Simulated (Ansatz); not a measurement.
# Residual resistivity of an alloy: Li(100) with 4 layers of random Li-Nb, 2x2

Wanted: resistance against the alloy's length, first Li(100) with 4 layers of random Li-Nb, 2x2.

Calculated with Ansatz 0.2.0; Ansatz plane-wave DFT, PBE, PAW files; ballistic transport by layer matching (Landauer), zero bias; PAW set soft_1.

## (1) The starting structure

The cell holds 56 atoms: 48 Li and 8 Nb. Its edges and angles: a = 7.020 Å, b = 7.020 Å, c = 24.570 Å, α = 90.0°, β = 90.0°, γ = 90.0°. It derives from Li. Regions: lead, 40 atoms (40 Li); scattering region, 16 atoms (8 Nb and 8 Li). The structure is stacked along c, and the current runs across the ab planes.

## (2) With 4 alloy layers

In 4 layers a share of 0.5 of the sites is given to Nb at random. The layers about the cell's end stay perfect and serve as the lead. Disorder leaves little or no symmetry, which makes such runs dear. Energies from -0.05 to 0.05 eV in steps of 0.05 eV are too few for the program's thermal sum, so it prints no conductance; for a metal the transmission near the Fermi level serves, at a fraction of the cost.

input.yaml reads:

```yaml
crystal:
  lattice:
    - [7.02, 0.0, 0.0]
    - [0.0, 7.02, 0.0]
    - [0.0, 0.0, 24.57]
  atoms:
    - { symbol: Li, position: [0.0, 0.0, 0.0357142857] }
    - { symbol: Li, position: [0.0, 0.5, 0.0357142857] }
    - { symbol: Li, position: [0.5, 0.0, 0.0357142857] }
    - { symbol: Li, position: [0.5, 0.5, 0.0357142857] }
    - { symbol: Li, position: [0.25, 0.25, 0.1071428571] }
    - { symbol: Li, position: [0.25, 0.75, 0.1071428571] }
    - { symbol: Li, position: [0.75, 0.25, 0.1071428571] }
    - { symbol: Li, position: [0.75, 0.75, 0.1071428571] }
    - { symbol: Li, position: [0.0, 0.0, 0.1785714286] }
    - { symbol: Li, position: [0.0, 0.5, 0.1785714286] }
    - { symbol: Li, position: [0.5, 0.0, 0.1785714286] }
    - { symbol: Li, position: [0.5, 0.5, 0.1785714286] }
    - { symbol: Li, position: [0.25, 0.25, 0.25] }
    - { symbol: Li, position: [0.25, 0.75, 0.25] }
    - { symbol: Li, position: [0.75, 0.25, 0.25] }
    - { symbol: Li, position: [0.75, 0.75, 0.25] }
    - { symbol: Li, position: [0.0, 0.0, 0.3214285714] }
    - { symbol: Li, position: [0.0, 0.5, 0.3214285714] }
    - { symbol: Li, position: [0.5, 0.0, 0.3214285714] }
    - { symbol: Li, position: [0.5, 0.5, 0.3214285714] }
    - { symbol: Nb, position: [0.25, 0.25, 0.3928571429] }
    - { symbol: Li, position: [0.25, 0.75, 0.3928571429] }
    - { symbol: Li, position: [0.75, 0.25, 0.3928571429] }
    - { symbol: Li, position: [0.75, 0.75, 0.3928571429] }
    - { symbol: Nb, position: [0.0, 0.0, 0.4642857143] }
    - { symbol: Li, position: [0.0, 0.5, 0.4642857143] }
    - { symbol: Nb, position: [0.5, 0.0, 0.4642857143] }
    - { symbol: Nb, position: [0.5, 0.5, 0.4642857143] }
    - { symbol: Nb, position: [0.25, 0.25, 0.5357142857] }
    - { symbol: Li, position: [0.25, 0.75, 0.5357142857] }
    - { symbol: Li, position: [0.75, 0.25, 0.5357142857] }
    - { symbol: Li, position: [0.75, 0.75, 0.5357142857] }
    - { symbol: Nb, position: [0.0, 0.0, 0.6071428571] }
    - { symbol: Nb, position: [0.0, 0.5, 0.6071428571] }
    - { symbol: Li, position: [0.5, 0.0, 0.6071428571] }
    - { symbol: Nb, position: [0.5, 0.5, 0.6071428571] }
    - { symbol: Li, position: [0.25, 0.25, 0.6785714286] }
    - { symbol: Li, position: [0.25, 0.75, 0.6785714286] }
    - { symbol: Li, position: [0.75, 0.25, 0.6785714286] }
    - { symbol: Li, position: [0.75, 0.75, 0.6785714286] }
    - { symbol: Li, position: [0.0, 0.0, 0.75] }
    - { symbol: Li, position: [0.0, 0.5, 0.75] }
    - { symbol: Li, position: [0.5, 0.0, 0.75] }
    - { symbol: Li, position: [0.5, 0.5, 0.75] }
    - { symbol: Li, position: [0.25, 0.25, 0.8214285714] }
    - { symbol: Li, position: [0.25, 0.75, 0.8214285714] }
    - { symbol: Li, position: [0.75, 0.25, 0.8214285714] }
    - { symbol: Li, position: [0.75, 0.75, 0.8214285714] }
    - { symbol: Li, position: [0.0, 0.0, 0.8928571429] }
    - { symbol: Li, position: [0.0, 0.5, 0.8928571429] }
    - { symbol: Li, position: [0.5, 0.0, 0.8928571429] }
    - { symbol: Li, position: [0.5, 0.5, 0.8928571429] }
    - { symbol: Li, position: [0.25, 0.25, 0.9642857143] }
    - { symbol: Li, position: [0.25, 0.75, 0.9642857143] }
    - { symbol: Li, position: [0.75, 0.25, 0.9642857143] }
    - { symbol: Li, position: [0.75, 0.75, 0.9642857143] }
kpoints:
  mp_grid: { grid: [3, 3, 1] }
hamiltonian:
  xc: pbe
  pseudopotentials: { kind: paw, azcp: { folder: soft_1 } }
scf:
  occupations: { method: fermi_dirac, width: 0.1 }
output:
  transmission: { leads: [[0, 4]], kmesh: [6, 6], e_range: [-0.05, 0.05], de: 0.05 }
  write_potential: true
  write_density: true
  volumetric_format: npy
```

The run is started by

```
> ansatz run input.yaml --threads 4 --pin off --max-ram 15360MiB --backend cpu --events-out ev --progress --plain --runs-dir out
```

Numbers of over 12 decimals in the logs are rounded to 6 here.

Log:

```text
Engine: ansatz 0.2.0, aarch64-unknown-linux-gnu
Pseudopotentials: kind: paw
Pseudopotential: Li, paw, valence charge 3, recommended cutoff 420 eV (normal), soft_1/Li.paw.azcp
Pseudopotential: Nb, paw, valence charge 13, recommended cutoff 420 eV (normal), soft_1/Nb.paw.azcp
Functional definition: PBE
  parameter kappa = 0.804
  parameter beta = 0.066725
  exchange = pbe_x(kappa = kappa, mu = beta*pi^2/3)
  correlation = pbe_c(beta = beta)
Crystal: 56 atoms, lattice volume = 1210.819 Å³
Basis set: ecut = 420 eV, 23719 PW (Γ)
Bands: 180, of which v1, the nominal top of the filled ones, is band 124 counted from 1 (123 counted from 0)
Symmetry: 2 space group operations
Space group: Cm (ITA 8), of the structure as read, at distance tolerance 1.1e-4 Å
k-points: 4 of 9 (time reversal used)
Non-local potential: Li, projectors of the file, l = 0: 3, l = 1: 2, l = 2: 1
Non-local potential: Nb, projectors of the file, l = 0: 3, l = 1: 2, l = 2: 2, l = 3: 1
PAW form: soft (Blöchl's): semilocal exchange-correlation on the pseudo side does not see the compensation charge
PAW one-centre angular grid: Li, 110 points (default); XC on 96 Gauss nodes
PAW one-centre angular grid: Nb, 590 points (default); XC on 64 Gauss nodes
Initial density: superposition of atomic densities (chi_scale 0.1, normalization cell, long waves of neutral atoms (reshape's long-wave potential 5.76 eV rms, cloud 2.92 Å wide))
Initial wavefunctions: pseudopotential atomic-orbital guess
Functional: x = pbe(κ = 0.804, μ = 0.219515), c = pbe(β = 0.066725)
SCF iter   1: F=—  HF=-46262.432181 eV  |F-HF|=—  |Δ(HF+E_count)|=         —  Δρ=7.37e-2  dr2=9.02e2  ethr=3.10e-3  ⟨swp⟩=13.0  Hψ=4491  notcnv=0  defer=6
preconditioner: auto → Kerker (q_TF=auto, 2.095 Å⁻¹)  [metal: Δε(μ)=0.015 eV  Ē_g=3.380 eV  σ=0.100 eV  W_gap=0.04  n_scr=204 (ndim 8)  ℏωp=10.0 eV  f_vac=0.000  D(μ)=38.45/eV (n_scr^D=286)]
SCF iter   2: F=—  HF=-46232.979029 eV  |F-HF|=—  |Δ(HF+E_count)|=    2.95e1  Δρ=2.77e-2  dr2=2.49e1  ethr=3.10e-3  ⟨swp⟩=4.0  Hψ=1694  notcnv=0  defer=14
SCF iter   3: F=—  HF=-46229.816538 eV  |F-HF|=—  |Δ(HF+E_count)|=    3.16e0  Δρ=9.56e-3  dr2=8.62e0  ethr=3.10e-3  ⟨swp⟩=4.2  Hψ=1801  notcnv=0  defer=20
SCF iter   4: F=—  HF=-46229.514060 eV  |F-HF|=—  |Δ(HF+E_count)|=   3.02e-1  Δρ=4.57e-3  dr2=6.70e-1  ethr=3.10e-3  ⟨swp⟩=1.2  Hψ=706  notcnv=0  defer=20
SCF iter   5: F=—  HF=-46229.439879 eV  |F-HF|=—  |Δ(HF+E_count)|=   7.42e-2  Δρ=1.09e-3  dr2=4.66e-2  ethr=2.70e-4  ⟨swp⟩=2.5  Hψ=1031  notcnv=0  defer=21
SCF iter   6: F=—  HF=-46229.436276 eV  |F-HF|=—  |Δ(HF+E_count)|=   3.60e-3  Δρ=2.90e-4  dr2=3.22e-3  ethr=1.88e-5  ⟨swp⟩=1.8  Hψ=825  notcnv=0  defer=21
SCF iter   7: F=—  HF=-46229.436139 eV  |F-HF|=—  |Δ(HF+E_count)|=   1.38e-4  Δρ=7.99e-5  dr2=2.47e-4  ethr=1.30e-6  ⟨swp⟩=2.0  Hψ=762  notcnv=0  defer=21
SCF iter   8: F=—  HF=-46229.436122 eV  |F-HF|=—  |Δ(HF+E_count)|=   1.74e-5  Δρ=2.96e-5  dr2=1.99e-5  ethr=9.98e-8  ⟨swp⟩=2.0  Hψ=826  notcnv=0  defer=21
SCF iter   9: F=—  HF=-46229.436410 eV  |F-HF|=—  |Δ(HF+E_count)|=   2.88e-4  Δρ=6.83e-6  dr2=1.59e-6  ethr=8.04e-9  ⟨swp⟩=2.0  Hψ=857  notcnv=0  defer=21
SCF iter  10: F=—  HF=-46229.436410 eV  |F-HF|=—  |Δ(HF+E_count)|=   1.33e-7  Δρ=1.82e-6  dr2=1.11e-7  ethr=6.41e-10  ⟨swp⟩=2.0  Hψ=788  notcnv=0  defer=21
SCF iter  11: F=-46229.436410 eV  HF=-46229.436410 eV  |F-HF|=8.33e-9  |Δ(HF+E_count)|=   1.36e-8  Δρ=6.36e-7  dr2=1.36e-8  ethr=4.03e-11  ⟨swp⟩=12.5  Hψ=2340  notcnv=0
SCF 1 converged in 11 iterations: F = -46229.436410 eV  dr2 = 1.36e-8
  greatest PAW one-centre occupation: 1.000 electrons in one spin orbital (limit 2), on the Li atom at site 31 (counted from 0), in its partial waves of l = 0
transmission: 54 of 468 steps passed
transmission: 99 of 468 steps passed
[...]
transmission: 468 of 468 steps passed
SCF converged after 11 iterations
Free energy (F): -46229.436410 eV
Harris-Foulkes:  -46229.436410 eV  (|F-HF|=8.33e-9)
Internal energy: -46228.134206 eV  (E = F + TS)
E sigma→0 (E₀):  -46228.785308 eV
Entropy (-TS):   -1.302203 eV (-23.254 meV/atom)
Fermi energy:    2.627721 eV
--- Per-component energies (eV) ---
  E_band       = -6277.925195
  E_kinetic    = 3658.830524
  E_local      = -41129.754140  (includes V_loc(G=0)·N_el)
  E_nonlocal   = -178.771888
  E_hartree    = 17603.871607
  E_xc         = -1683.767987
  E_vxc        = -2064.861369  (∫ρ·V_xc dr)
  E_paw        = -25809.750654  (= ΣΔE_a)
  E_vpaw       = -1771.119886  (= ΣTr[D̂ρ^β])
  E_aug_tail   = 0.012639  (compensation charges beyond the density's cutoff)
  E_ewald      = 1311.195695
  E_smearing   = -1.302203  (= −TS)
  E_closure    = -0.000000  (closes the sum)
  Σ components = -46229.436410   (vs F -46229.436410, Δ=0.00e0)
--- Band table (eV) ---
  k-point 0: bands = [... 120 lower, 2.4574, 2.4687, 2.4957, 2.6967, 2.7926, 2.8063, 2.8423, 2.8805, ... 52 higher]
  k-point 1: bands = [... 120 lower, 2.4655, 2.5172, 2.5327, 2.5722, 2.6313, 2.6669, 2.7149, 2.7896, ... 52 higher]
  k-point 2: bands = [... 120 lower, 2.4230, 2.4646, 2.5598, 2.6193, 2.6822, 2.7335, 2.7901, 2.8313, ... 52 higher]
  k-point 3: bands = [... 120 lower, 2.4711, 2.4874, 2.5371, 2.5954, 2.6094, 2.6685, 2.7360, 2.7894, ... 52 higher]
--- Transmission ---
  basis      : 437 plane waves across, 36 finite elements along
  points     : 13, standing for a mesh of 6 x 6
  energies   : 3 from -0.050000 to 0.050000 eV about the Fermi level, 0.050000 eV apart; the leads are filled to 0.000000 eV, and channels, transmission and decay are at 0.000000 eV
  crystal 0  : Li4, at the sites [0, 4], period 1.7550 Å, over 17.55 Å; its Hamiltonian steps by up to 25.3 meV: too much for a lead, lay more layers or, if its atoms are ordered, name the step of that order
    offset         : up to 0.0000 Å between an atom of the period and one for which it stands
    channels       : 4.916667e0 a spin
    conductance    : none, the energies end too early or step too widely for 300 K: set another output.transmission.e_range or a lower de, or, where they end at an eighth of basis.ecutwfc, a higher one
  junction   : crystal 0 to crystal 0, 0.70 to 23.51 Å
    transmission   : 1.833712e0 a spin
    conductance    : none, the energies end too early or step too widely for 300 K: set another output.transmission.e_range or a lower de, or, where they end at an eighth of basis.ecutwfc, a higher one
```

Elapsed: 8.6 min, on 4 threads of Arm Neoverse V1, shared host; peak memory 3.5 GiB.

In the SCF lines HF is the Harris–Foulkes energy and dr2 the Hartree energy of the density residual, in eV; the loop may stop once dr2 is under the threshold and the program's other checks hold. Hψ counts applications of the Hamiltonian.

This step gave:

| Property | Result |
| --- | --- |
| free energy | -46229.4364 eV |
| energy at zero smearing | -46228.7853 eV |
| Fermi energy | 2.628 eV |
| cell area | 49.28 Å² |
| transmission per spin nearest the Fermi level | 1.834 |
| open channels per spin nearest the Fermi level | 4.917 |
| step of the lead's potential | 25.3 meV |

Per spin. The transmission, zone mean by energy, zero at the Fermi level:

```csv
energy (eV),"transmission, zone mean"
-0.0500,1.70
0.0000,1.83
0.0500,1.94
```

Per spin. Open channels, zone mean, lead against energy, zero at the Fermi level:

```csv
energy (eV),"open channels, zone mean, lead"
-0.0500,4.69
0.0000,4.92
0.0500,4.92
```

Transmission over k1 and k2. At 0.0000 eV from the Fermi level.

Values, 6 rows by 6 columns:
```
1.67 2.22 1.84 2.47 1.96 1.15
2.00 1.84 1.42 1.24 1.95 1.96
2.28 2.47 1.24 1.55 1.24 2.47
2.00 1.96 1.95 1.24 1.42 1.84
1.67 1.15 1.96 2.47 1.84 2.22
1.76 1.67 2.00 2.28 2.00 1.67
```
Columns: k1 (b1) from -0.5 to 0.333; rows upwards: k2 (b2) from -0.5 to 0.333.

Open channels over k1 and k2. At 0.0000 eV from the Fermi level.

Values, 6 rows by 6 columns:
```
4.00 4.00 5.00 6.00 5.00 4.00
4.00 5.00 6.00 5.00 6.00 5.00
6.00 6.00 5.00 5.00 5.00 6.00
4.00 5.00 6.00 5.00 6.00 5.00
4.00 4.00 5.00 6.00 5.00 4.00
4.00 4.00 4.00 6.00 4.00 4.00
```
Columns: k1 (b1) from -0.5 to 0.333; rows upwards: k2 (b2) from -0.5 to 0.333.

Over the solved energies the transmission per spin lies between 1.70 and 1.94, out of 4.84 channels of the lead on average (up to 4.92). The log calls the step of a lead's potential too much.

## (3) With 8 alloy layers

In 8 layers a share of 0.5 of the sites is given to Nb at random. A fresh draw is used; the growth of the resistance with length is what counts.

System of this step: Li(100) with 8 layers of random Li-Nb, 2x2. The cell holds 72 atoms: 56 Li and 16 Nb. Its edges and angles: a = 7.020 Å, b = 7.020 Å, c = 31.590 Å, α = 90.0°, β = 90.0°, γ = 90.0°. It derives from Li. Regions: lead, 40 atoms (40 Li); scattering region, 32 atoms (16 Li and 16 Nb). The structure is stacked along c, and the current runs across the ab planes.

input.yaml reads:

```yaml
crystal:
  lattice:
    - [7.02, 0.0, 0.0]
    - [0.0, 7.02, 0.0]
    - [0.0, 0.0, 31.59]
  atoms:
    - { symbol: Li, position: [0.0, 0.0, 0.0277777778] }
    - { symbol: Li, position: [0.0, 0.5, 0.0277777778] }
    - { symbol: Li, position: [0.5, 0.0, 0.0277777778] }
    - { symbol: Li, position: [0.5, 0.5, 0.0277777778] }
    - { symbol: Li, position: [0.25, 0.25, 0.0833333333] }
    - { symbol: Li, position: [0.25, 0.75, 0.0833333333] }
    - { symbol: Li, position: [0.75, 0.25, 0.0833333333] }
    - { symbol: Li, position: [0.75, 0.75, 0.0833333333] }
    - { symbol: Li, position: [0.0, 0.0, 0.1388888889] }
    - { symbol: Li, position: [0.0, 0.5, 0.1388888889] }
    - { symbol: Li, position: [0.5, 0.0, 0.1388888889] }
    - { symbol: Li, position: [0.5, 0.5, 0.1388888889] }
    - { symbol: Li, position: [0.25, 0.25, 0.1944444444] }
    - { symbol: Li, position: [0.25, 0.75, 0.1944444444] }
    - { symbol: Li, position: [0.75, 0.25, 0.1944444444] }
    - { symbol: Li, position: [0.75, 0.75, 0.1944444444] }
    - { symbol: Li, position: [0.0, 0.0, 0.25] }
    - { symbol: Li, position: [0.0, 0.5, 0.25] }
    - { symbol: Li, position: [0.5, 0.0, 0.25] }
    - { symbol: Li, position: [0.5, 0.5, 0.25] }
    - { symbol: Li, position: [0.25, 0.25, 0.3055555556] }
    - { symbol: Li, position: [0.25, 0.75, 0.3055555556] }
    - { symbol: Li, position: [0.75, 0.25, 0.3055555556] }
    - { symbol: Nb, position: [0.75, 0.75, 0.3055555556] }
    - { symbol: Nb, position: [0.0, 0.0, 0.3611111111] }
    - { symbol: Li, position: [0.0, 0.5, 0.3611111111] }
    - { symbol: Nb, position: [0.5, 0.0, 0.3611111111] }
    - { symbol: Li, position: [0.5, 0.5, 0.3611111111] }
    - { symbol: Nb, position: [0.25, 0.25, 0.4166666667] }
    - { symbol: Nb, position: [0.25, 0.75, 0.4166666667] }
    - { symbol: Li, position: [0.75, 0.25, 0.4166666667] }
    - { symbol: Nb, position: [0.75, 0.75, 0.4166666667] }
    - { symbol: Li, position: [0.0, 0.0, 0.4722222222] }
    - { symbol: Li, position: [0.0, 0.5, 0.4722222222] }
    - { symbol: Li, position: [0.5, 0.0, 0.4722222222] }
    - { symbol: Nb, position: [0.5, 0.5, 0.4722222222] }
    - { symbol: Nb, position: [0.25, 0.25, 0.5277777778] }
    - { symbol: Nb, position: [0.25, 0.75, 0.5277777778] }
    - { symbol: Nb, position: [0.75, 0.25, 0.5277777778] }
    - { symbol: Nb, position: [0.75, 0.75, 0.5277777778] }
    - { symbol: Li, position: [0.0, 0.0, 0.5833333333] }
    - { symbol: Li, position: [0.0, 0.5, 0.5833333333] }
    - { symbol: Nb, position: [0.5, 0.0, 0.5833333333] }
    - { symbol: Nb, position: [0.5, 0.5, 0.5833333333] }
    - { symbol: Nb, position: [0.25, 0.25, 0.6388888889] }
    - { symbol: Li, position: [0.25, 0.75, 0.6388888889] }
    - { symbol: Li, position: [0.75, 0.25, 0.6388888889] }
    - { symbol: Li, position: [0.75, 0.75, 0.6388888889] }
    - { symbol: Li, position: [0.0, 0.0, 0.6944444444] }
    - { symbol: Li, position: [0.0, 0.5, 0.6944444444] }
    - { symbol: Nb, position: [0.5, 0.0, 0.6944444444] }
    - { symbol: Nb, position: [0.5, 0.5, 0.6944444444] }
    - { symbol: Li, position: [0.25, 0.25, 0.75] }
    - { symbol: Li, position: [0.25, 0.75, 0.75] }
    - { symbol: Li, position: [0.75, 0.25, 0.75] }
    - { symbol: Li, position: [0.75, 0.75, 0.75] }
    - { symbol: Li, position: [0.0, 0.0, 0.8055555556] }
    - { symbol: Li, position: [0.0, 0.5, 0.8055555556] }
    - { symbol: Li, position: [0.5, 0.0, 0.8055555556] }
    - { symbol: Li, position: [0.5, 0.5, 0.8055555556] }
    - { symbol: Li, position: [0.25, 0.25, 0.8611111111] }
    - { symbol: Li, position: [0.25, 0.75, 0.8611111111] }
    - { symbol: Li, position: [0.75, 0.25, 0.8611111111] }
    - { symbol: Li, position: [0.75, 0.75, 0.8611111111] }
    - { symbol: Li, position: [0.0, 0.0, 0.9166666667] }
    - { symbol: Li, position: [0.0, 0.5, 0.9166666667] }
    - { symbol: Li, position: [0.5, 0.0, 0.9166666667] }
    - { symbol: Li, position: [0.5, 0.5, 0.9166666667] }
    - { symbol: Li, position: [0.25, 0.25, 0.9722222222] }
    - { symbol: Li, position: [0.25, 0.75, 0.9722222222] }
    - { symbol: Li, position: [0.75, 0.25, 0.9722222222] }
    - { symbol: Li, position: [0.75, 0.75, 0.9722222222] }
kpoints:
  mp_grid: { grid: [3, 3, 1] }
hamiltonian:
  xc: pbe
  pseudopotentials: { kind: paw, azcp: { folder: soft_1 } }
scf:
  occupations: { method: fermi_dirac, width: 0.1 }
output:
  transmission: { leads: [[0, 4]], kmesh: [6, 6], e_range: [-0.05, 0.05], de: 0.05 }
  write_potential: true
  write_density: true
  volumetric_format: npy
```

Log:

```text
[...]
Crystal: 72 atoms, lattice volume = 1556.768 Å³
Basis set: ecut = 420 eV, 30501 PW (Γ)
Bands: 260, of which v1, the nominal top of the filled ones, is band 188 counted from 1 (187 counted from 0)
Symmetry: 1 space group operations
[...]
k-points: 5 of 9 (time reversal used)
[...]
SCF iter   1: F=—  HF=-84317.837186 eV  |F-HF|=—  |Δ(HF+E_count)|=         —  Δρ=7.25e-2  dr2=1.10e3  ethr=3.10e-3  ⟨swp⟩=11.2  Hψ=7385  notcnv=0
[...]
SCF iter  11: F=-84277.057756 eV  HF=-84277.057756 eV  |F-HF|=6.14e-8  |Δ(HF+E_count)|=   3.73e-8  Δρ=1.50e-6  dr2=8.36e-8  ethr=2.66e-11  ⟨swp⟩=12.4  Hψ=3773  notcnv=0
SCF 1 converged in 11 iterations: F = -84277.057756 eV  dr2 = 8.36e-8
[...]
transmission: 99 of 980 steps passed
transmission: 201 of 980 steps passed
[...]
transmission: 980 of 980 steps passed
SCF converged after 11 iterations
Free energy (F): -84277.057756 eV
[...]
Internal energy: -84275.040156 eV  (E = F + TS)
E sigma→0 (E₀):  -84276.048956 eV
Entropy (-TS):   -2.017600 eV (-28.022 meV/atom)
Fermi energy:    3.706036 eV
[...]
--- Band table (eV; the first three rows and the last of 5) ---
  k-point 0: bands = [... 184 lower, 3.6646, 3.7234, 3.7362, 3.7611, 3.8406, 3.8745, 3.9102, 3.9396, ... 68 higher]
  k-point 1: bands = [... 184 lower, 3.6185, 3.6503, 3.6775, 3.6994, 3.7185, 3.7572, 3.7680, 3.7961, ... 68 higher]
  k-point 2: bands = [... 184 lower, 3.6217, 3.6412, 3.6801, 3.7135, 3.7359, 3.7565, 3.7916, 3.8080, ... 68 higher]
  k-point 4: bands = [... 184 lower, 3.5315, 3.5784, 3.6002, 3.6254, 3.6763, 3.6968, 3.7579, 3.7995, ... 68 higher]
--- Transmission ---
  basis      : 437 plane waves across, 49 finite elements along
  points     : 20, standing for a mesh of 6 x 6
[...]
channels       : 4.861111e0 a spin
[...]
junction   : crystal 0 to crystal 0, 0.70 to 30.53 Å
    transmission   : 1.327397e0 a spin
[...]
```

Wall time 16 min (4 threads); peak memory 7 GiB.

This step gave:

```
free energy                                    : -84277.0578 eV
energy at zero smearing                        : -84276.0490 eV
Fermi energy                                   : 3.706 eV
transmission per spin nearest the Fermi level  : 1.327
open channels per spin nearest the Fermi level : 4.861
step of the lead's potential                   : 17 meV
```

Per spin. Transmission, zone mean against energy, zero at the Fermi level:

```csv
energy (eV),"transmission, zone mean"
-0.0500,1.49
0.0000,1.33
0.0500,1.28
```

Over the solved energies the transmission per spin lies between 1.28 and 1.49, out of 4.82 channels of the lead on average (up to 4.92).

(Continued in part 2 of 2.)

[Logs are printed without paths, hosts, clocks, repeated set-up lines and the standing remarks that a program may print on its own settings, such as how far it seeks lower states.]

[Hosts, paths, dates, database ids (printed as entryN), source tags and the programs' standing remarks are cut or masked in the printed files.]
